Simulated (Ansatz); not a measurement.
A plane-wave DFT run in Ansatz 0.2.0 (scalar-relativistic PAW potentials unless the input names others): input and command.

```yaml
crystal:
  lattice:
    - [-3.1302395629, 0.0, 0.0]
    - [-1.5651197814, -2.7108669814, 0.0]
    - [0.0, 0.0, 10.7859593112]
  atoms:
    - { symbol: Al, position: [0.3333333333, 0.3333333333, 0.6090958513] }
    - { symbol: Al, position: [0.3333333333, 0.3333333333, 0.1438632734] }
    - { symbol: Al, position: [0.6666666667, 0.6666666667, 0.8417121402] }
    - { symbol: Al, position: [0.6666666667, 0.6666666667, 0.3764795623] }
    - { symbol: "N", position: [0.3333333333, 0.3333333333, 0.7866018825] }
    - { symbol: "N", position: [0.3333333333, 0.3333333333, 0.3213693046] }
    - { symbol: "N", position: [0.6666666667, 0.6666666667, 0.0887530156] }
    - { symbol: "N", position: [0.6666666667, 0.6666666667, 0.5539855935] }
basis:
  ecutwfc: "25.7 Ry"
kpoints:
  mp_grid: { grid: [8, 8, 3] }
hamiltonian:
  xc: pbe
  pseudopotentials: { kind: paw_fr }
scf:
  occupations: { method: gaussian, width: 0.05 }
output:
  forces: true
  eigenvalues: true
  stress: true
magnetization:
  noncollinear: true
  spin_orbit: true
```

```bash
ansatz run input.yaml --threads 2 --pin off --max-ram 5120MiB --backend cpu --events-out ev --progress --plain --runs-dir out
```

Abridged log:
```
Warning: basis.ecutwfc = 349.66631326 eV is below the records' recommended 420 eV, and the density's cutoff is lower with it unless basis.ecutrho_ratio is high enough to keep the records' density cutoff: compare with a run at a higher cutoff
Pseudopotentials: kind: paw_fr
Pseudopotential: Al, paw_fr, valence charge 3, recommended cutoff 420 eV (normal)#standard-fr
Pseudopotential: N, paw_fr, valence charge 5, recommended cutoff 420 eV (normal)#standard-fr
Functional definition: PBE
non-collinear run that drives no moment, with spin-orbit: no starting moment large enough to seed its density (crystal.atoms[].spin), no starting occupations that ask for one, no magnetisation constraint and no magnetic field, so the semilocal B_xc is pinned to zero
Crystal: 8 atoms, lattice volume = 91.526 Å³
Basis set: ecut = 349.66631326 eV, 1365 PW (Γ), exchange–correlation on 40×40×144 points (8 copies of the dense FFT grid, shifted against one another)
Bands: 48, of which v1, the nominal top of the filled ones, is band 32 counted from 1 (31 counted from 0)
Symmetry: 6 space group operations + 6 with time reversal
Magnetic group: BNS 156.50 (UNI 1280), of the structure as read, at distance tolerance 4.5e-5 Å
k-points: 25 of 192 (time reversal used)
Projection manifold: j_resolved (fully-relativistic pseudo-atomic orbitals)
Initial density: superposition of atomic densities (chi_scale 0.1, normalization cell, long waves kept (reshape's long-wave potential 0.15 eV rms))
Initial wavefunctions: pseudopotential atomic-orbital guess
Functional: x = pbe(κ = 0.804, μ = 0.21951497), c = pbe(β = 0.06672455)
SCF iter   1: F=—  HF=-3701.181887 eV  |F-HF|=—  |Δ(HF+E_count)|=         —  Δρ=1.30e-1  dr2=2.10e1  dr2_m=0.00e0 (ungated) ethr=3.10e-3  |M|=0.00e0 ∫|m|=0.00e0 μB  |m|>n=0.0e0 m-floor=0.0e0 τ_xc=0.0e0  β_m=0.30  ⟨swp⟩=6.3  Hψ=6103  notcnv=0  defer=48
SCF iter   2: F=—  HF=-3695.659515 eV  |F-HF|=—  |Δ(HF+E_count)|=    5.52e0  Δρ=4.51e-2  dr2=1.62e0  dr2_m=0.00e0 (ungated) ethr=3.10e-3  |M|=0.00e0 ∫|m|=0.00e0 μB  |m|>n=0.0e0 m-floor=0.0e0 τ_xc=0.0e0  β_m=0.32  ⟨swp⟩=3.5  Hψ=2620  notcnv=0  defer=284
SCF iter   3: F=—  HF=-3695.449239 eV  |F-HF|=—  |Δ(HF+E_count)|=   2.10e-1  Δρ=2.91e-2  dr2=6.37e-1  dr2_m=0.00e0 (ungated) ethr=3.10e-3  |M|=0.00e0 ∫|m|=0.00e0 μB  |m|>n=0.0e0 m-floor=0.0e0 τ_xc=0.0e0  β_m=0.36  ⟨swp⟩=3.0  Hψ=2104  notcnv=0  defer=260
SCF iter   4: F=—  HF=-3695.386697 eV  |F-HF|=—  |Δ(HF+E_count)|=   6.25e-2  Δρ=1.85e-2  dr2=2.47e-1  dr2_m=0.00e0 (ungated) ethr=1.99e-3  |M|=0.00e0 ∫|m|=0.00e0 μB  |m|>n=0.0e0 m-floor=0.0e0 τ_xc=0.0e0  β_m=0.40  ⟨swp⟩=2.2  Hψ=1534  notcnv=0  defer=280
SCF iter   5: F=—  HF=-3695.359388 eV  |F-HF|=—  |Δ(HF+E_count)|=   2.73e-2  Δρ=2.93e-3  dr2=7.72e-3  dr2_m=0.00e0 (ungated) ethr=7.70e-4  |M|=0.00e0 ∫|m|=0.00e0 μB  |m|>n=0.0e0 m-floor=0.0e0 τ_xc=0.0e0  β_m=0.37  ⟨swp⟩=2.0  Hψ=1532  notcnv=0  defer=272
SCF iter   6: F=—  HF=-3695.359203 eV  |F-HF|=—  |Δ(HF+E_count)|=   1.85e-4  Δρ=7.93e-4  dr2=5.61e-4  dr2_m=0.00e0 (ungated) ethr=2.41e-5  |M|=0.00e0 ∫|m|=0.00e0 μB  |m|>n=0.0e0 m-floor=0.0e0 τ_xc=0.0e0  β_m=0.41  ⟨swp⟩=2.5  Hψ=1494  notcnv=0  defer=272
SCF iter   7: F=—  HF=-3695.359306 eV  |F-HF|=—  |Δ(HF+E_count)|=   1.03e-4  Δρ=4.32e-4  dr2=1.22e-4  dr2_m=0.00e0 (ungated) ethr=1.75e-6  |M|=0.00e0 ∫|m|=0.00e0 μB  |m|>n=0.0e0 m-floor=0.0e0 τ_xc=0.0e0  β_m=0.44  ⟨swp⟩=2.4  Hψ=1540  notcnv=0  defer=272
SCF iter   8: F=—  HF=-3695.359331 eV  |F-HF|=—  |Δ(HF+E_count)|=   2.51e-5  Δρ=1.58e-4  dr2=2.24e-5  dr2_m=0.00e0 (ungated) ethr=3.81e-7  |M|=0.00e0 ∫|m|=0.00e0 μB  |m|>n=0.0e0 m-floor=0.0e0 τ_xc=0.0e0  β_m=0.44  ⟨swp⟩=2.0  Hψ=1578  notcnv=0  defer=272
SCF iter   9: F=—  HF=-3695.359332 eV  |F-HF|=—  |Δ(HF+E_count)|=   1.01e-6  Δρ=5.81e-5  dr2=1.56e-6  dr2_m=0.00e0 (ungated) ethr=6.99e-8  |M|=0.00e0 ∫|m|=0.00e0 μB  |m|>n=0.0e0 m-floor=0.0e0 τ_xc=0.0e0  β_m=0.50  ⟨swp⟩=2.4  Hψ=1663  notcnv=0  defer=272
SCF iter  10: F=—  HF=-3695.359333 eV  |F-HF|=—  |Δ(HF+E_count)|=   6.72e-7  Δρ=2.58e-5  dr2=3.42e-7  dr2_m=0.00e0 (ungated) ethr=4.89e-9  |M|=0.00e0 ∫|m|=0.00e0 μB  |m|>n=0.0e0 m-floor=0.0e0 τ_xc=0.0e0  β_m=0.51  ⟨swp⟩=2.1  Hψ=1490  notcnv=0  defer=272
SCF iter  11: F=-3695.359333 eV  HF=-3695.359333 eV  |F-HF|=6.44e-9  |Δ(HF+E_count)|=   1.16e-7  Δρ=7.75e-6  dr2=3.70e-8  dr2_m=0.00e0 (ungated) ethr=3.13e-10  |M|=0.00e0 ∫|m|=0.00e0 μB  |m|>n=0.0e0 m-floor=0.0e0 τ_xc=0.0e0  ⟨swp⟩=15.0  Hψ=7206  notcnv=0
SCF 1 converged in 11 iterations: F = -3695.359333 eV  dr2 = 3.70e-8
SCF converged after 11 iterations
Magnetization: |M| = 0.0000 μB, M = (+0.0000, +0.0000, +0.0000) μB
Absolute magnetization: 0.0000 μB (∫|m|)
  site 0: m = (+0.0000, +0.0000, +0.0000) μB, |m| = 0.0000 μB  (R = 0.78 Å)
  site 1: m = (+0.0000, +0.0000, +0.0000) μB, |m| = 0.0000 μB  (R = 0.78 Å)
  site 2: m = (+0.0000, +0.0000, +0.0000) μB, |m| = 0.0000 μB  (R = 0.78 Å)
  site 3: m = (+0.0000, +0.0000, +0.0000) μB, |m| = 0.0000 μB  (R = 0.78 Å)
  site 4: m = (+0.0000, +0.0000, +0.0000) μB, |m| = 0.0000 μB  (R = 0.78 Å)
  site 5: m = (+0.0000, +0.0000, +0.0000) μB, |m| = 0.0000 μB  (R = 0.78 Å)
  site 6: m = (+0.0000, +0.0000, +0.0000) μB, |m| = 0.0000 μB  (R = 0.78 Å)
  site 7: m = (+0.0000, +0.0000, +0.0000) μB, |m| = 0.0000 μB  (R = 0.78 Å)
Free energy (F): -3695.359333 eV
Harris-Foulkes:  -3695.359333 eV  (|F-HF|=6.44e-9)
Internal energy: -3695.359333 eV  (E = F + TS)
E sigma→0 (E₀):  -3695.359333 eV
Fermi energy:    8.034110 eV
--- Forces (eV/Å), atoms counted from 1 ---
  atom   1  Al     0.00000000     0.00000000    -0.81087945
  atom   2  Al     0.00000000     0.00000000    -1.63031153
  atom   3  Al     0.00000000     0.00000000     1.65200618
  atom   4  Al     0.00000000     0.00000000    -0.82079943
  atom   5  N      0.00000000     0.00000000     0.89125316
  atom   6  N      0.00000000     0.00000000     0.85847088
  atom   7  N      0.00000000     0.00000000    -0.92236769
  atom   8  N      0.00000000     0.00000000     0.78263428
--- Stress (GPa, compression-positive) ---
       -1.340028       0.000000       0.000000
        0.000000      -1.340028       0.000000
        0.000000       0.000000     -11.177923
  P = ⅓ Tr σ = -4.6193 GPa (-46.193 kbar)
```

Apart from outputs and empty bands, the input differs from a reference run on usual settings in hamiltonian.pseudopotentials: not typed → {"kind": "paw_fr"}; magnetization: not typed → {"noncollinear": true, "spin_orbit": true}; basis.ecutwfc: 420 → "25.7 Ry". The reference, at the same geometry (not necessarily relaxed), gave pressure -4.34 GPa, largest force 1.660 eV/Å, gap on the mesh 1.75 eV. This run converged in 11 SCF iterations (reference: 7) with a total energy on another zero (with these potentials totals step by a constant when spin–orbit coupling is switched, so their difference is no spin–orbit energy), pressure -4.62 GPa, largest force 1.652 eV/Å, gap on the mesh 1.74 eV. Its cutoff is looser than usual. The Hamiltonian differs as well, so the change in the result can't be put down to that alone.

The run took 7.2 s on 2 threads of INTEL(R) XEON(R) PLATINUM 8581C CPU @ 2.30GHz (Emerald Rapids), on a shared host, peak memory 0.57 GiB.